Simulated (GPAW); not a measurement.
# Sn (Im-3m) in GPAW: convergence with bands over the usual count

Aim: find how far bands over the usual count must go before the results for Sn settle, at LDA. This setting moves, with any that are tied to it; all else stays.

All numbers are computed with GPAW 26.7.0; they aren't measurements. Logs are shortened: lines on timing, memory, paths and dates and some standing lists are left out, and cuts for length are marked. The log counts tension as positive stress, the text compression.

**1. The structure**

The structure is cubic, space group Im-3m (No. 229). Conventional cell: a = 3.789 Å, b = 3.789 Å, c = 3.789 Å, α = 90.00°, β = 90.00°, γ = 90.00°. Sn (site symmetry m-3m) has 8 Sn at 3.28 Å as nearest neighbours.

This isn't the form of Sn at room conditions, which is tetragonal (white tin).

**2. With bands over the usual count 0.72**

The input, run.py:

```python
from ase.dft.bandgap import bandgap
from ase.io import read, write
from ase.units import GPa
from gpaw import GPAW, PW

atoms = read('Sn.xyz')

calc = GPAW(mode=PW(600),
            xc='LDA',
            kpts={'size': (10, 10, 10), 'gamma': True},
            occupations={'name': 'fermi-dirac', 'width': 0.05},
            nbands=10,
            convergence={'density': 1e-05, 'energy': 1e-05},
            maxiter=100,
            txt='gpaw.txt')
atoms.calc = calc
energy = atoms.get_potential_energy()
forces = atoms.get_forces()
stress = atoms.get_stress()
calc.write('gs.gpw')
write('result.traj', atoms)
print(f'Energy: {energy:.6f} eV')
print('Forces (eV/A):')
print(forces.round(4))
print('Stress (GPa):', (stress / GPa).round(3))
print('Fermi level:', round(calc.get_fermi_level(), 4), 'eV')
print(f'Gap: {bandgap(calc)[0]:.4f} eV, direct: {bandgap(calc, direct=True)[0]:.4f} eV')
```

The input, Sn.xyz:

```xyz
1
Lattice="-1.8946518192 1.8946518192 1.8946518192 1.8946518192 -1.8946518192 1.8946518192 1.8946518192 1.8946518192 -1.8946518192" Properties=species:S:1:pos:R:3 pbc="T T T"
Sn     0.0000000000      0.0000000000      0.0000000000
```

Potentials or basis: the program's PAW data sets (release 1.2.1) made for this functional, pw.

Command:

```console
$ OMP_NUM_THREADS=1 python run.py
```

gpaw.txt:

```text
__  _  _
 | _ |_)|_||  |
 |__||  | ||/\| - 26.7.0

Input parameters:
  mode=PW(ecut=600.0),
  convergence={'density': 1e-05, 'energy': 1e-05},
  kpts=MonkhorstPack(size=(10, 10, 10), gamma=True),
  maxiter=100,
  nbands=10,
  occupations=Occupations(name='fermi-dirac', width=0.05),
  xc=XC(name='LDA')

Diagonalizing LCAO Hamiltonian
Converting LCAO to pw mode

       Sn

Atoms  # Å, Bohr magnetons
|   | symbol |        x |        y |        z |    initial magnetic moments |
|---|--------|----------|----------|----------|-----------------------------|
| 0 |     Sn | 0.000000 | 0.000000 | 0.000000 | ( 0.0000,  0.0000,  0.0000) |

Unit cell  # Å
| periodic |         x |         y |         z |  lengths |     angles |
|----------|-----------|-----------|-----------|----------|------------|
|      yes | -1.894652 |  1.894652 |  1.894652 | 3.281633 | 109.471221 |
|      yes |  1.894652 | -1.894652 |  1.894652 | 3.281633 | 109.471221 |
|      yes |  1.894652 |  1.894652 | -1.894652 | 3.281633 | 109.471221 |

Number of symmetries: 48
Symmetry operations  # r_c * U_cc + t_c -> r_c
|    | kind |            matrix            |
|----|------|------------------------------|
|  0 |  σ   |  1, 1, 1,  0, 0,-1,  0,-1, 0 |
|  1 |  C4  |  1, 1, 1,  0, 0,-1, -1, 0, 0 |
|  2 |  C2  |  1, 1, 1,  0,-1, 0,  0, 0,-1 |
|  3 |  S6  |  1, 1, 1,  0,-1, 0, -1, 0, 0 |
|  4 |  S6  |  1, 1, 1, -1, 0, 0,  0, 0,-1 |
|  5 |  C4  |  1, 1, 1, -1, 0, 0,  0,-1, 0 |
|  6 |  E   |  1, 0, 0,  0, 1, 0,  0, 0, 1 |
|  7 |  σ   |  1, 0, 0,  0, 1, 0, -1,-1,-1 |
|  8 |  σ   |  1, 0, 0,  0, 0, 1,  0, 1, 0 |
|  9 |  C3  |  1, 0, 0,  0, 0, 1, -1,-1,-1 |
| 10 |  C3  |  1, 0, 0, -1,-1,-1,  0, 1, 0 |
| 11 |  σ   |  1, 0, 0, -1,-1,-1,  0, 0, 1 |
| 12 |  σ   |  0, 1, 0,  1, 0, 0,  0, 0, 1 |
| 13 |  C2  |  0, 1, 0,  1, 0, 0, -1,-1,-1 |
| 14 |  C3  |  0, 1, 0,  0, 0, 1,  1, 0, 0 |
| 15 |  S4  |  0, 1, 0,  0, 0, 1, -1,-1,-1 |
| 16 |  S4  |  0, 1, 0, -1,-1,-1,  1, 0, 0 |
| 17 |  C3  |  0, 1, 0, -1,-1,-1,  0, 0, 1 |
| 18 |  C3  |  0, 0, 1,  1, 0, 0,  0, 1, 0 |
| 19 |  S4  |  0, 0, 1,  1, 0, 0, -1,-1,-1 |
| 20 |  σ   |  0, 0, 1,  0, 1, 0,  1, 0, 0 |
| 21 |  C3  |  0, 0, 1,  0, 1, 0, -1,-1,-1 |
| 22 |  C2  |  0, 0, 1, -1,-1,-1,  1, 0, 0 |
| 23 |  S4  |  0, 0, 1, -1,-1,-1,  0, 1, 0 |
| 24 |  C4  |  0, 0,-1,  1, 1, 1,  0,-1, 0 |
| 25 |  σ   |  0, 0,-1,  1, 1, 1, -1, 0, 0 |
| 26 |  S6  |  0, 0,-1,  0,-1, 0,  1, 1, 1 |
| 27 |  C2  |  0, 0,-1,  0,-1, 0, -1, 0, 0 |
| 28 |  C4  |  0, 0,-1, -1, 0, 0,  1, 1, 1 |
| 29 |  S6  |  0, 0,-1, -1, 0, 0,  0,-1, 0 |
| 30 |  S6  |  0,-1, 0,  1, 1, 1,  0, 0,-1 |
| 31 |  C4  |  0,-1, 0,  1, 1, 1, -1, 0, 0 |
| 32 |  C4  |  0,-1, 0,  0, 0,-1,  1, 1, 1 |
| 33 |  S6  |  0,-1, 0,  0, 0,-1, -1, 0, 0 |
| 34 |  σ   |  0,-1, 0, -1, 0, 0,  1, 1, 1 |
| 35 |  C2  |  0,-1, 0, -1, 0, 0,  0, 0,-1 |
| 36 |  C2  | -1, 0, 0,  1, 1, 1,  0, 0,-1 |
| 37 |  S6  | -1, 0, 0,  1, 1, 1,  0,-1, 0 |
| 38 |  S6  | -1, 0, 0,  0, 0,-1,  1, 1, 1 |
| 39 |  C2  | -1, 0, 0,  0, 0,-1,  0,-1, 0 |
| 40 |  C2  | -1, 0, 0,  0,-1, 0,  1, 1, 1 |
| 41 |  i   | -1, 0, 0,  0,-1, 0,  0, 0,-1 |
| 42 |  S4  | -1,-1,-1,  1, 0, 0,  0, 1, 0 |
| 43 |  C3  | -1,-1,-1,  1, 0, 0,  0, 0, 1 |
| 44 |  C3  | -1,-1,-1,  0, 1, 0,  1, 0, 0 |
| 45 |  σ   | -1,-1,-1,  0, 1, 0,  0, 0, 1 |
| 46 |  S4  | -1,-1,-1,  0, 0, 1,  1, 0, 0 |
| 47 |  C2  | -1,-1,-1,  0, 0, 1,  0, 1, 0 |

BZ-sampling:
  Number of BZ points: 1000
  Number of IBZ points: 47

  Monkhorst-Pack size: [10, 10, 10]
  Monkhorst-Pack shift: [0.05, 0.05, 0.05]

K-points  # in reciprocal-cell coordinates
|     |                                coordinates |     weight |
|-----|--------------------------------------------|------------|
|   0 | (  0.00000000,   0.00000000,   0.00000000) | 0.00100000 |
|   1 | (  0.10000000,   0.00000000,   0.00000000) | 0.01200000 |
|   2 | (  0.10000000,   0.10000000,  -0.10000000) | 0.00600000 |
|   3 | (  0.20000000,   0.00000000,  -0.10000000) | 0.02400000 |
|   4 | (  0.20000000,   0.00000000,   0.00000000) | 0.01200000 |
|   5 | (  0.20000000,   0.10000000,  -0.10000000) | 0.02400000 |
|   6 | (  0.20000000,   0.20000000,  -0.20000000) | 0.00600000 |
|   7 | (  0.30000000,  -0.10000000,  -0.10000000) | 0.00800000 |
|   8 | (  0.30000000,   0.00000000,  -0.10000000) | 0.04800000 |
|   9 | (  0.30000000,   0.00000000,   0.00000000) | 0.01200000 |
| ... |                                            |            |
|  46 | (  0.50000000,   0.50000000,   0.50000000) | 0.00100000 |

Plane wave coefficients: 935
Cutoff: 600.0 eV

Spin-components: 1 (collinear spins)
Bands:           10
Projectors:      6
Spin-degeneracy: 2
Datatype:        complex128

Parallelization:
  kpt:    1
  domain: 1
  band:   1

Density:
  Valence electrons: 14.0
  Components: 1
  Grid points: [20 20 20]
  Charge: 0.0  # |e|

Potential:
  Grid points: [20 20 20]

species:
  Sn:
    name:    Tin
    Z:       50.0
    valence: 14
    core:    36
    charge:  0.0  # [|e|]
    compensation charges:
      type: gauss
      rc: 0.38  # [Å]
      lmax: 2
    cutoffs:
      filter: 2.23  # [Å]
      core: 2.35  # [Å]
    projectors
    | kind |    occ | energy [eV] | rcut [Å] |
    |------|--------|-------------|----------|
    |   5s |  2.000 |     -10.799 |    1.201 |
    |   5p |  2.000 |      -3.869 |    1.270 |
    |   4d | 10.000 |     -25.910 |    1.185 |
    |    s |        |      16.413 |    1.201 |
    |    p |        |      23.342 |    1.270 |
    |    d |        |       1.302 |    1.185 |

    Using partial waves for Sn as LCAO basis

Reference energy: -167865.586811  # eV

eigensolver:
  PPCG
  Converge bands: occupied
  niter=2

density mixing:
  MSR1-Mixer
  Pratt-step length: 0.05
  Maximum mixing coefficient: 0.75
  Old densities: 10
  SVD Regularization: 0.005
  Good broyden scale: 1.0
  Trust region scale: 1.0
  Backstep threshold: 4.0
  History deletion threshold: 6.0
  Fourier metric: weight=20.0, sigma=0.015

occupation numbers:
  Fermi-Dirac:
    width: 0.0500  # eV

poisson solver:
  ecut: 4800.0  # eV

xc functional:
  name: None

convergence criteria:
- Maximum integral of absolute [dens]ity change: 1e-05 electrons / valence electron
- Maximum [total energy] change in last 3 cyles: 1e-05 eV / valence electron
- Maximum integral of absolute [eigenst]ate change: 4e-08 eV^2 / valence electron
maximum number of iterations: 100

SCF iterations
|iter     | |      energy | eigst |  dens |
|---------|-|-------------|-------|-------|
|iter:   1| |   -4.651994 | +0.07 |       |
|iter:   2| |   -4.651488 | -2.46 | -1.77 |
|iter:   3| |   -4.637465 | -2.77 | -1.80 |
|iter:   4| |   -4.637143 | -4.20 | -2.30 |
|iter:   5| |   -4.637154 | -5.03 | -2.81 |
|iter:   6| |   -4.637156c| -6.44 | -3.88 |
|iter:   7| |   -4.637157c| -7.35 | -4.37 |
|iter:   8| |   -4.637157c| -8.37c| -5.36c|

Converged in 8 steps
Energy contributions relative to reference atoms: (reference = -167865.586811)

Energy contributions:
  Kinetic:           2.083978
  Coulomb:          -2.200319
  Zero:              0.002819
  External:          0.000000
  Xc:               -4.519926
  Entropy:          -0.007417
  Spinorbit:         0.000000
  ----------------------------
  Free energy:      -4.640865
  Extrapolated:     -4.637157

dipole moment: (-6.463858, -6.463858, -6.463858)  # |e|*Ang

Fermi level: 6.832
Eigenvalues  # (at kpt = [0.000, 0.000, 0.000])
| band index |      eig [eV] | occ [0-2] |
|------------|---------------|-----------|
|          0 |       -14.534 |     2.000 |
|          1 |       -14.534 |     2.000 |
|          2 |       -14.534 |     2.000 |
|          3 |       -14.393 |     2.000 |
|          4 |       -14.393 |     2.000 |
|          5 |        -4.213 |     2.000 |
|          6 |        14.679 |     0.000 |
|          7 |        14.679 |     0.000 |
|          8 |        14.679 |     0.000 |
|          9 |        19.613 |     0.000 |

No gap
No difference between direct/indirect transitions

Forces  # eV/Ang
|        x |       y |       z |
|----------|---------|---------|
| -0.00000 | 0.00000 | 0.00000 |  # Sn   0

Stress tensor  # eV/Ang^3
|         x |         y |         z |
|-----------|-----------|-----------|
|  0.022557 | -0.000000 | -0.000000 |
| -0.000000 |  0.022557 | -0.000000 |
| -0.000000 | -0.000000 |  0.022557 |

# Writing to gs.gpw (mode='')
```

Wall time 6.3 s (1 thread of AMD EPYC 7R43 (Zen 3), shared host); peak memory 0.14 GiB.

Results:

* Free energy: -4.6409 eV
* Pressure: -3.6 GPa
* Band gap on the k mesh: none (metal or under the smearing width)

**3. With bands over the usual count 0.8**

Changes to run.py since step 2:

```diff
@@ -11,3 +11,3 @@
             occupations={'name': 'fermi-dirac', 'width': 0.05},
-            nbands=10,
+            nbands=11,
             convergence={'density': 1e-05, 'energy': 1e-05},
```

Sn.xyz is that of step 2.

Potentials or basis: the program's PAW data sets (release 1.2.1) made for this functional, pw.

Command:

```console
$ OMP_NUM_THREADS=1 python run.py
```

It took 5.9 s on 1 thread of AMD EPYC 7R43 (Zen 3), shared host; peak memory 0.14 GiB.

Results (log left out):

| Property | Result |
| --- | --- |
| Free energy | -4.6409 eV |
| Pressure | -3.6 GPa |
| Band gap on the k mesh | none (metal or under the smearing width) |

**4. With bands over the usual count 0.9**

Changes to run.py since step 3:

```diff
@@ -11,3 +11,3 @@
             occupations={'name': 'fermi-dirac', 'width': 0.05},
-            nbands=11,
+            nbands=13,
             convergence={'density': 1e-05, 'energy': 1e-05},
```

Sn.xyz is that of step 3.

Command:

```console
$ OMP_NUM_THREADS=1 python run.py
```

Wall time 6.9 s (1 thread of AMD EPYC 7R43 (Zen 3), shared host); peak memory 0.14 GiB.

It converged, with:

| Quantity | Value |
| --- | --- |
| Free energy | -4.6409 eV |
| Pressure | -3.6 GPa |
| Band gap on the k mesh | none (metal or under the smearing width) |

**5. With bands over the usual count 1**

Changes to run.py since step 4:

```diff
@@ -11,3 +11,3 @@
             occupations={'name': 'fermi-dirac', 'width': 0.05},
-            nbands=13,
+            nbands=14,
             convergence={'density': 1e-05, 'energy': 1e-05},
```

Sn.xyz is that of step 4.

Command:

```console
$ OMP_NUM_THREADS=1 python run.py
```

Wall time 7.1 s (1 thread of AMD EPYC 7R43 (Zen 3), shared host); peak memory 0.14 GiB.

The run converged. Its results:

| Item | Value |
| --- | --- |
| Free energy | -4.6409 eV |
| Pressure | -3.6 GPa |
| Band gap on the k mesh | none (metal or under the smearing width) |

**6. With bands over the usual count 1.3**

Changes to run.py since step 5:

```diff
@@ -11,3 +11,3 @@
             occupations={'name': 'fermi-dirac', 'width': 0.05},
-            nbands=14,
+            nbands=18,
             convergence={'density': 1e-05, 'energy': 1e-05},
```

Sn.xyz is that of step 5.

Potentials or basis: the program's PAW data sets (release 1.2.1) made for this functional, pw.

Command:

```console
$ OMP_NUM_THREADS=1 python run.py
```

Wall time 7.9 s (1 thread of AMD EPYC 7R43 (Zen 3), shared host); peak memory 0.14 GiB.

The run converged. Its results:

| Property | Result |
| --- | --- |
| Free energy | -4.6409 eV |
| Pressure | -3.6 GPa |
| Band gap on the k mesh | none (metal or under the smearing width) |

**7. With bands over the usual count 1.7**

Changes to run.py since step 6:

```diff
@@ -11,3 +11,3 @@
             occupations={'name': 'fermi-dirac', 'width': 0.05},
-            nbands=18,
+            nbands=24,
             convergence={'density': 1e-05, 'energy': 1e-05},
```

Sn.xyz is that of step 6.

Command:

```console
$ OMP_NUM_THREADS=1 python run.py
```

Wall time 9.7 s (1 thread of AMD EPYC 7R43 (Zen 3), shared host); peak memory 0.15 GiB.

The run converged. Its results:

| Quantity | Value |
| --- | --- |
| Free energy | -4.6409 eV |
| Pressure | -3.6 GPa |
| Band gap on the k mesh | none (metal or under the smearing width) |

**8. With bands over the usual count 2.5**

Changes to run.py since step 7:

```diff
@@ -11,3 +11,3 @@
             occupations={'name': 'fermi-dirac', 'width': 0.05},
-            nbands=24,
+            nbands=35,
             convergence={'density': 1e-05, 'energy': 1e-05},
```

Sn.xyz is that of step 7.

Command:

```console
$ OMP_NUM_THREADS=1 python run.py
```

It took 14 s on 1 thread of AMD EPYC 7R43 (Zen 3), shared host; peak memory 0.16 GiB.

It converged, with:

| Quantity | Value |
| --- | --- |
| Free energy | -4.6409 eV |
| Pressure | -3.6 GPa |
| Band gap on the k mesh | none (metal or under the smearing width) |

**9. The series at a glance**

```
bands over the usual count  energy less the tightest run, at zero smearing (meV/atom)  SCF cycles  CPU time (s)  peak memory (GiB)
                      0.72                                                       0.00           8           6.3               0.14
                       0.8                                                       0.00           8           5.9               0.14
                       0.9                                                       0.00           8           6.9               0.14
                         1                                                       0.00           8           7.1               0.14
                       1.3                                                       0.00           8           7.9               0.14
                       1.7                                                       0.00           8           9.7               0.15
                       2.5                                                       0.00           8            14               0.16
```

Against the tightest run, the energy stays within 1 meV/atom from 0.72 on. The tightest run that finished is the yardstick and may itself not be fully converged.
